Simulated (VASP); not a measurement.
# Be (P4/mmm) in VASP: a series of runs, part 2 of 2

VASP 6.6.1. Earlier steps stand in the parts before.

### 6 Relaxation of shape and atoms at fixed volume, LDA

File INCAR:

```
SYSTEM = Be
  PREC = High
  ENCUT = 600
  EDIFF = 1E-6
  ISMEAR = -1
  SIGMA = 0.05
  LREAL = .FALSE.
  LASPH = .TRUE.
  NELM = 60
  ALGO = Normal
  ISIF = 4
  LWAVE = .FALSE.
  LCHARG = .FALSE.
  IBRION = 2
  NSW = 60
  EDIFFG = -0.01
```

File KPOINTS:

```
regular mesh
0
G
  13 13 10
  0 0 0
```

File POSCAR:

```
Be
1.0
    2.0208100000      0.0000000000      0.0000000000
    0.0000000000      2.0208100000      0.0000000000
    0.0000000000      0.0000000000      2.6616400000
Be
1
Direct
    0.0000000000      0.0000000000      0.5000000000
```

Potentials or basis: VASP PAW LDA potentials, release 64 (Be).

Run with:

```
$ cat potpaw_LDA.64/Be/POTCAR > POTCAR
$ mpirun -np 1 vasp_std > vasp.out
```

OUTCAR:

```text
SYSTEM = Be
   PREC = High
   ENCUT = 600
   EDIFF = 1E-6
   ISMEAR = -1
   LREAL = .FALSE.
   LASPH = .TRUE.
   NELM = 60
   ISIF = 4
   IBRION = 2
   NSW = 60
   EDIFFG = -0.01

 ion  position               nearest neighbor table
   1  0.000  0.000  0.500-

  LATTYP: Found a simple tetragonal cell.
 ALAT       =     2.0208100000
 C/A-ratio  =     1.3171154141

  Lattice vectors:

 A1 = (   2.0208100000,   0.0000000000,   0.0000000000)
 A2 = (   0.0000000000,   2.0208100000,   0.0000000000)
 A3 = (   0.0000000000,   0.0000000000,   2.6616400000)

Analysis of symmetry for initial positions (statically):
=====================================================================
 Subroutine PRICEL returns:
 Original cell was already a primitive cell.

 Routine SETGRP: Setting up the symmetry group for a
 simple tetragonal supercell.

 Subroutine GETGRP returns: Found 16 space group operations
 (whereof 16 operations were pure point group operations)
 out of a pool of 16 trial point group operations.

The static configuration has the point symmetry D_4h.

Analysis of symmetry for dynamics (positions and initial velocities):
=====================================================================
 Subroutine PRICEL returns:
 Original cell was already a primitive cell.

 Routine SETGRP: Setting up the symmetry group for a
 simple tetragonal supercell.

 Subroutine GETGRP returns: Found 16 space group operations
 (whereof 16 operations were pure point group operations)
 out of a pool of 16 trial point group operations.

The dynamic configuration has the point symmetry D_4h.

 Subroutine INISYM returns: Found 16 space group operations
 (whereof 16 operations are pure point group operations),
 and found     1 'primitive' translations

----------------------------------------------------------------------------------------

                                     Primitive cell

  volume of cell :      10.8693

  direct lattice vectors                    reciprocal lattice vectors
     2.020810000  0.000000000  0.000000000     0.494851075  0.000000000  0.000000000
     0.000000000  2.020810000  0.000000000     0.000000000  0.494851075  0.000000000
     0.000000000  0.000000000  2.661640000     0.000000000  0.000000000  0.375708210

  length of vectors
     2.020810000  2.020810000  2.661640000     0.494851075  0.494851075  0.375708210

  position of ions in fractional coordinates (direct lattice)
     0.000000000  0.000000000  0.500000000

  ion indices of the primitive-cell ions
   primitive index   ion index
                 1           1

----------------------------------------------------------------------------------------

 KPOINTS: regular mesh

Automatic generation of k-mesh.
 Grid dimensions read from file:
 generate k-points for:   13   13   10

 Generating k-lattice:

  Cartesian coordinates                     Fractional coordinates (reciprocal lattice)
     0.038065467  0.000000000  0.000000000     0.076923077  0.000000000  0.000000000
     0.000000000  0.038065467  0.000000000     0.000000000  0.076923077  0.000000000
     0.000000000  0.000000000  0.037570821     0.000000000  0.000000000  0.100000000

  Length of vectors
     0.038065467  0.038065467  0.037570821

  Shift w.r.t. Gamma in fractional coordinates (k-lattice)
[... 38 lines left out ...]
   dimension x,y,z NGXF=    16 NGYF=   16 NGZF=   24
   ions per type =               1
   NGX,Y,Z   is equivalent  to a cutoff of  13.16, 13.16, 14.99 a.u.
   NGXF,Y,Z  is equivalent  to a cutoff of  13.16, 13.16, 14.99 a.u.
 SYSTEM =  Be
   PREC   = high      normal or accurate (medium, high low for compatibility)
   ISTART =      0    job   : 0-new  1-cont  2-samecut
   ICHARG =      2    charge: 1-file 2-atom 10-const
   ISPIN  =      1    spin polarized calculation?
   LNONCOLLINEAR =      F non collinear calculations
   LSORBIT =      F    spin-orbit coupling
   LASPH  =      T    aspherical Exc in radial PAW
   ENCUT  =  600.0 eV  44.10 Ry    6.64 a.u.   4.04  4.04  5.32*2*pi/ulx,y,z
   NELM   =     60;   NELMIN=  2; NELMDL= -5     # of ELM steps
   EDIFF  = 0.1E-05   stopping-criterion for ELM
   LREAL  =      F    real-space projection
   EDIFFG = -.1E-01   stopping-criterion for IOM
   NSW    =     60    number of steps for IOM
   IBRION =      2    ionic relax: 0-MD 1-quasi-New 2-CG
   NFREE  =      1    steps in history (QN), initial steepest desc. (CG)
   ISIF   =      4    stress and relaxation
   ISYM   =      2    0-nonsym 1-usesym 2-fastsym
   POTIM  = 0.5000    time-step for ionic-motion
   TEBEG  =    0.0;   TEEND  =   0.0 temperature during run
   PSTRESS=    0.0 pullay stress
   NELECT =       2.0000    total number of electrons
   NUPDOWN=      -1.0000    fix difference up-down
   EMIN   =  10.00;   EMAX   =-10.00  energy-range for DOS
   EFERMI =   0.00;   METHOD = LEGACY
   ISMEAR =    -1;   SIGMA  =   0.05  broadening in eV -4-tet -1-fermi 0-gaus
   EFERMI_NEDOS =   21; number of points for ismear=-14 and -15
   IALGO  =     38    algorithm
   IMIX   =      4    mixing-type and parameters
     AMIX     =   0.40;   BMIX     =  1.00
     AMIX_MAG =   1.60;   BMIX_MAG =  1.00
  volume/ion in A,a.u.               =      10.87        73.35
  Fermi-wavevector in a.u.,A,eV,Ry     =   0.931147  1.759612 11.796714  0.867034
  Thomas-Fermi vector in A             =   2.057609
   LORBIT       =      0    0 simple, 1 ext, 2 COOP (PROOUT), +10 PAW based schemes
   GGA     = CA    functional components
   LHFCALC =     F    Hartree Fock is set to
   AEXX    =    0.0000 exact exchange contribution
   IVDW    =     0    specifies the selected vdW correction
   LEPSILON=     F    determine dielectric tensor
   LRPA    =     F    only Hartree local field effects (RPA)
 conjugate gradient relaxation of ions
 non-spin polarized calculation
  energy-cutoff  :      600.00
  volume of cell :       10.87
 maximum number of plane-waves:       380
   NGX =  9   NGY =  9   NGZ = 11

--------------------------------------- Ionic step        1  -------------------------------------------

 number of electron       2.0000001 magnetization

 Free energy of the ion-electron system (eV)
  ---------------------------------------------------
  ext. energy  EPLUGINS =         0.00000000
  ---------------------------------------------------
  free energy    TOTEN  =        -3.22191939 eV

  energy without entropy =       -3.22017356  energy(sigma->0) =       -3.22104647

------------------------ aborting loop because EDIFF is reached ----------------------------------------

  FORCE on cell =-STRESS in cart. coord.  units (eV):
  Direction    XX          YY          ZZ          XY          YZ          ZX
  --------------------------------------------------------------------------------------
  -------------------------------------------------------------------------------------
  Total       -0.2521835     -0.2521835     -0.1055424      0.0000000     -0.0000000      0.0000000
  in kB      -37.1729430    -37.1729430    -15.5574064      0.0000000     -0.0000000      0.0000000
  external PRESSURE =     -29.9677641 kB  Pullay stress =       0.0000000 kB
[... 57 lines left out ...]
--------------------------------------- Ionic step        3  -------------------------------------------

 number of electron       2.0000001 magnetization

 Free energy of the ion-electron system (eV)
  ---------------------------------------------------
  ext. energy  EPLUGINS =         0.00000000
  ---------------------------------------------------
  free energy    TOTEN  =        -3.22248161 eV

  energy without entropy =       -3.22045888  energy(sigma->0) =       -3.22147025

 E-fermi :   3.8407     XC(G=0):  -9.4882

 val. band max:        3.8322587435   @ k =   0.3846   0.3077   0.4000
 cond. band min:       3.9694337462   @ k =   0.1538   0.0769   0.3000
 fundamental gap:      0.1371750027
 Fermi energy:         3.8407129026

 k-point     1 :       0.0000    0.0000    0.0000
  band No.  band energies     occupation
      1      -5.0720      2.00000
      2       9.4038      0.00000
      3      16.0288      0.00000
      4      21.5463      0.00000
      5      21.5463      0.00000
[... 177 lines left out ...]
 k-point    24 :       0.3846    0.3077    0.0000
  band No.  band energies     occupation
      1       1.5830      2.00000
      2       7.7211      0.00000
      3      15.5570      0.00000
      4      16.6312      0.00000
      5      20.4428      0.00000

 [... further k-points ...]

------------------------ aborting loop because EDIFF is reached ----------------------------------------

  FORCE on cell =-STRESS in cart. coord.  units (eV):
  Direction    XX          YY          ZZ          XY          YZ          ZX
  --------------------------------------------------------------------------------------
  -------------------------------------------------------------------------------------
  Total       -0.1677863     -0.1677863     -0.1659655      0.0000000      0.0000000     -0.0000000
  in kB      -24.7324282    -24.7324282    -24.4640310      0.0000000      0.0000000     -0.0000000
  external PRESSURE =     -24.6429625 kB  Pullay stress =       0.0000000 kB
[... 16 lines left out ...]
  FREE ENERGIE OF THE ION-ELECTRON SYSTEM (eV)
  ---------------------------------------------------
  free  energy   TOTEN  =        -3.2224816133 eV

  energy  without entropy=       -3.2204588777  energy(sigma->0) =       -3.22147025

 reached required accuracy - stopping structural energy minimisation
```

CONTCAR:

```text
Be
   1.00000000000000
     2.0131047770818911    0.0000000000000000    0.0000000000000000
     0.0000000000000000    2.0131047770818911    0.0000000000000000
     0.0000000000000000   -0.0000000000000000    2.6820540174798833
  Be
     1
Direct
     0.0000000000000000    0.0000000000000000    0.5000000000000000

  0.00000000E+00  0.00000000E+00  0.00000000E+00
```

Wall time 3 s (1 thread of Intel Xeon 6975P-C (Granite Rapids), shared host); peak memory 0.11 GiB.

Results:

| Item | Value |
| --- | --- |
| Free energy | -3.2225 eV |
| Energy gained by relaxing | 0.6 meV/atom |
| Ionic steps | 3 |
| Pressure after relaxing | -2.5 GPa |
| Band gap on the k mesh | none (metal or under the smearing width) |

The path:
```
step  energy change (eV)  largest force (eV/Å)  pressure (GPa)  volume (Å³)
   1              0.0000                0.0000           -3.00        10.87
   2             -0.0005                0.0000           -2.67        10.87
   3             -0.0006                0.0000           -2.46        10.87
```

Final structure:
```xyz
1
Lattice="2.0131 0.0000 0.0000 0.0000 2.0131 0.0000 0.0000 0.0000 2.6821" Properties=species:S:1:pos:R:3 pbc="T T T"
Be    0.0000    0.0000    1.3410
```

Levels at points of the mesh, in eV from the Fermi level:
```csv
k point,band 1,band 2,band 3,band 4
"(0.00, 0.00, 0.00)",-8.91,5.56,12.19,17.71
"(0.00, 0.00, 0.50)",-4.79,-4.63,18.86,18.86
```

### 7 For comparison

An earlier run on the cell as given: functional PBE; potentials or basis VASP PAW PBE potentials, release 64 (Be); cutoff 520 eV; k mesh 13 × 13 × 10; occupations fermi-dirac, width 0.05 eV; no spin polarisation.

* Pressure: 0.2 GPa
* Band gap on the k mesh: none (metal or under the smearing width)

### 8 Summary

| task | level | potentials or basis | cell | cutoff (eV) | other keys | gap on the mesh (eV) | pressure (GPa) | relaxed volume (Å³/atom) |
| --- | --- | --- | --- | --- | --- | --- | --- | --- |
| relaxation of cell and atoms | PW91 | VASP PAW PBE potentials, release 64 (Be) | relaxed | 600 | - | none | 0.0 | 10.99 |
| relaxation of cell and atoms | optB88-vdW | VASP PAW PBE potentials, release 64 (Be) | relaxed | 600 | - | none | -0.1 | 11.31 |
| relaxation of cell and atoms | vdW-DF-cx | VASP PAW PBE potentials, release 64 (Be) | relaxed | 600 | - | none | 0.0 | 11.13 |
| relaxation of cell and atoms | rev-vdW-DF2 | VASP PAW PBE potentials, release 64 (Be) | relaxed | 600 | - | none | 0.1 | 10.97 |
| relaxation of shape and atoms at fixed volume | LDA | VASP PAW LDA potentials, release 64 (Be) | relaxed at fixed volume | 600 | ISIF = 4; PREC = High | none | -2.5 | - |
| single point | PBE | VASP PAW PBE potentials, release 64 (Be) | as given | 520 | - | none | 0.2 | - |

Alike in all rows: no spin polarisation; k mesh 13 × 13 × 10; smearing fermi-dirac 0.05 eV.

Caveats: the PAW data sets were made with another functional, which shifts forces and pressure a little (some runs).

Total energies depend on the potentials used, so only differences within one code and one set of settings carry meaning.
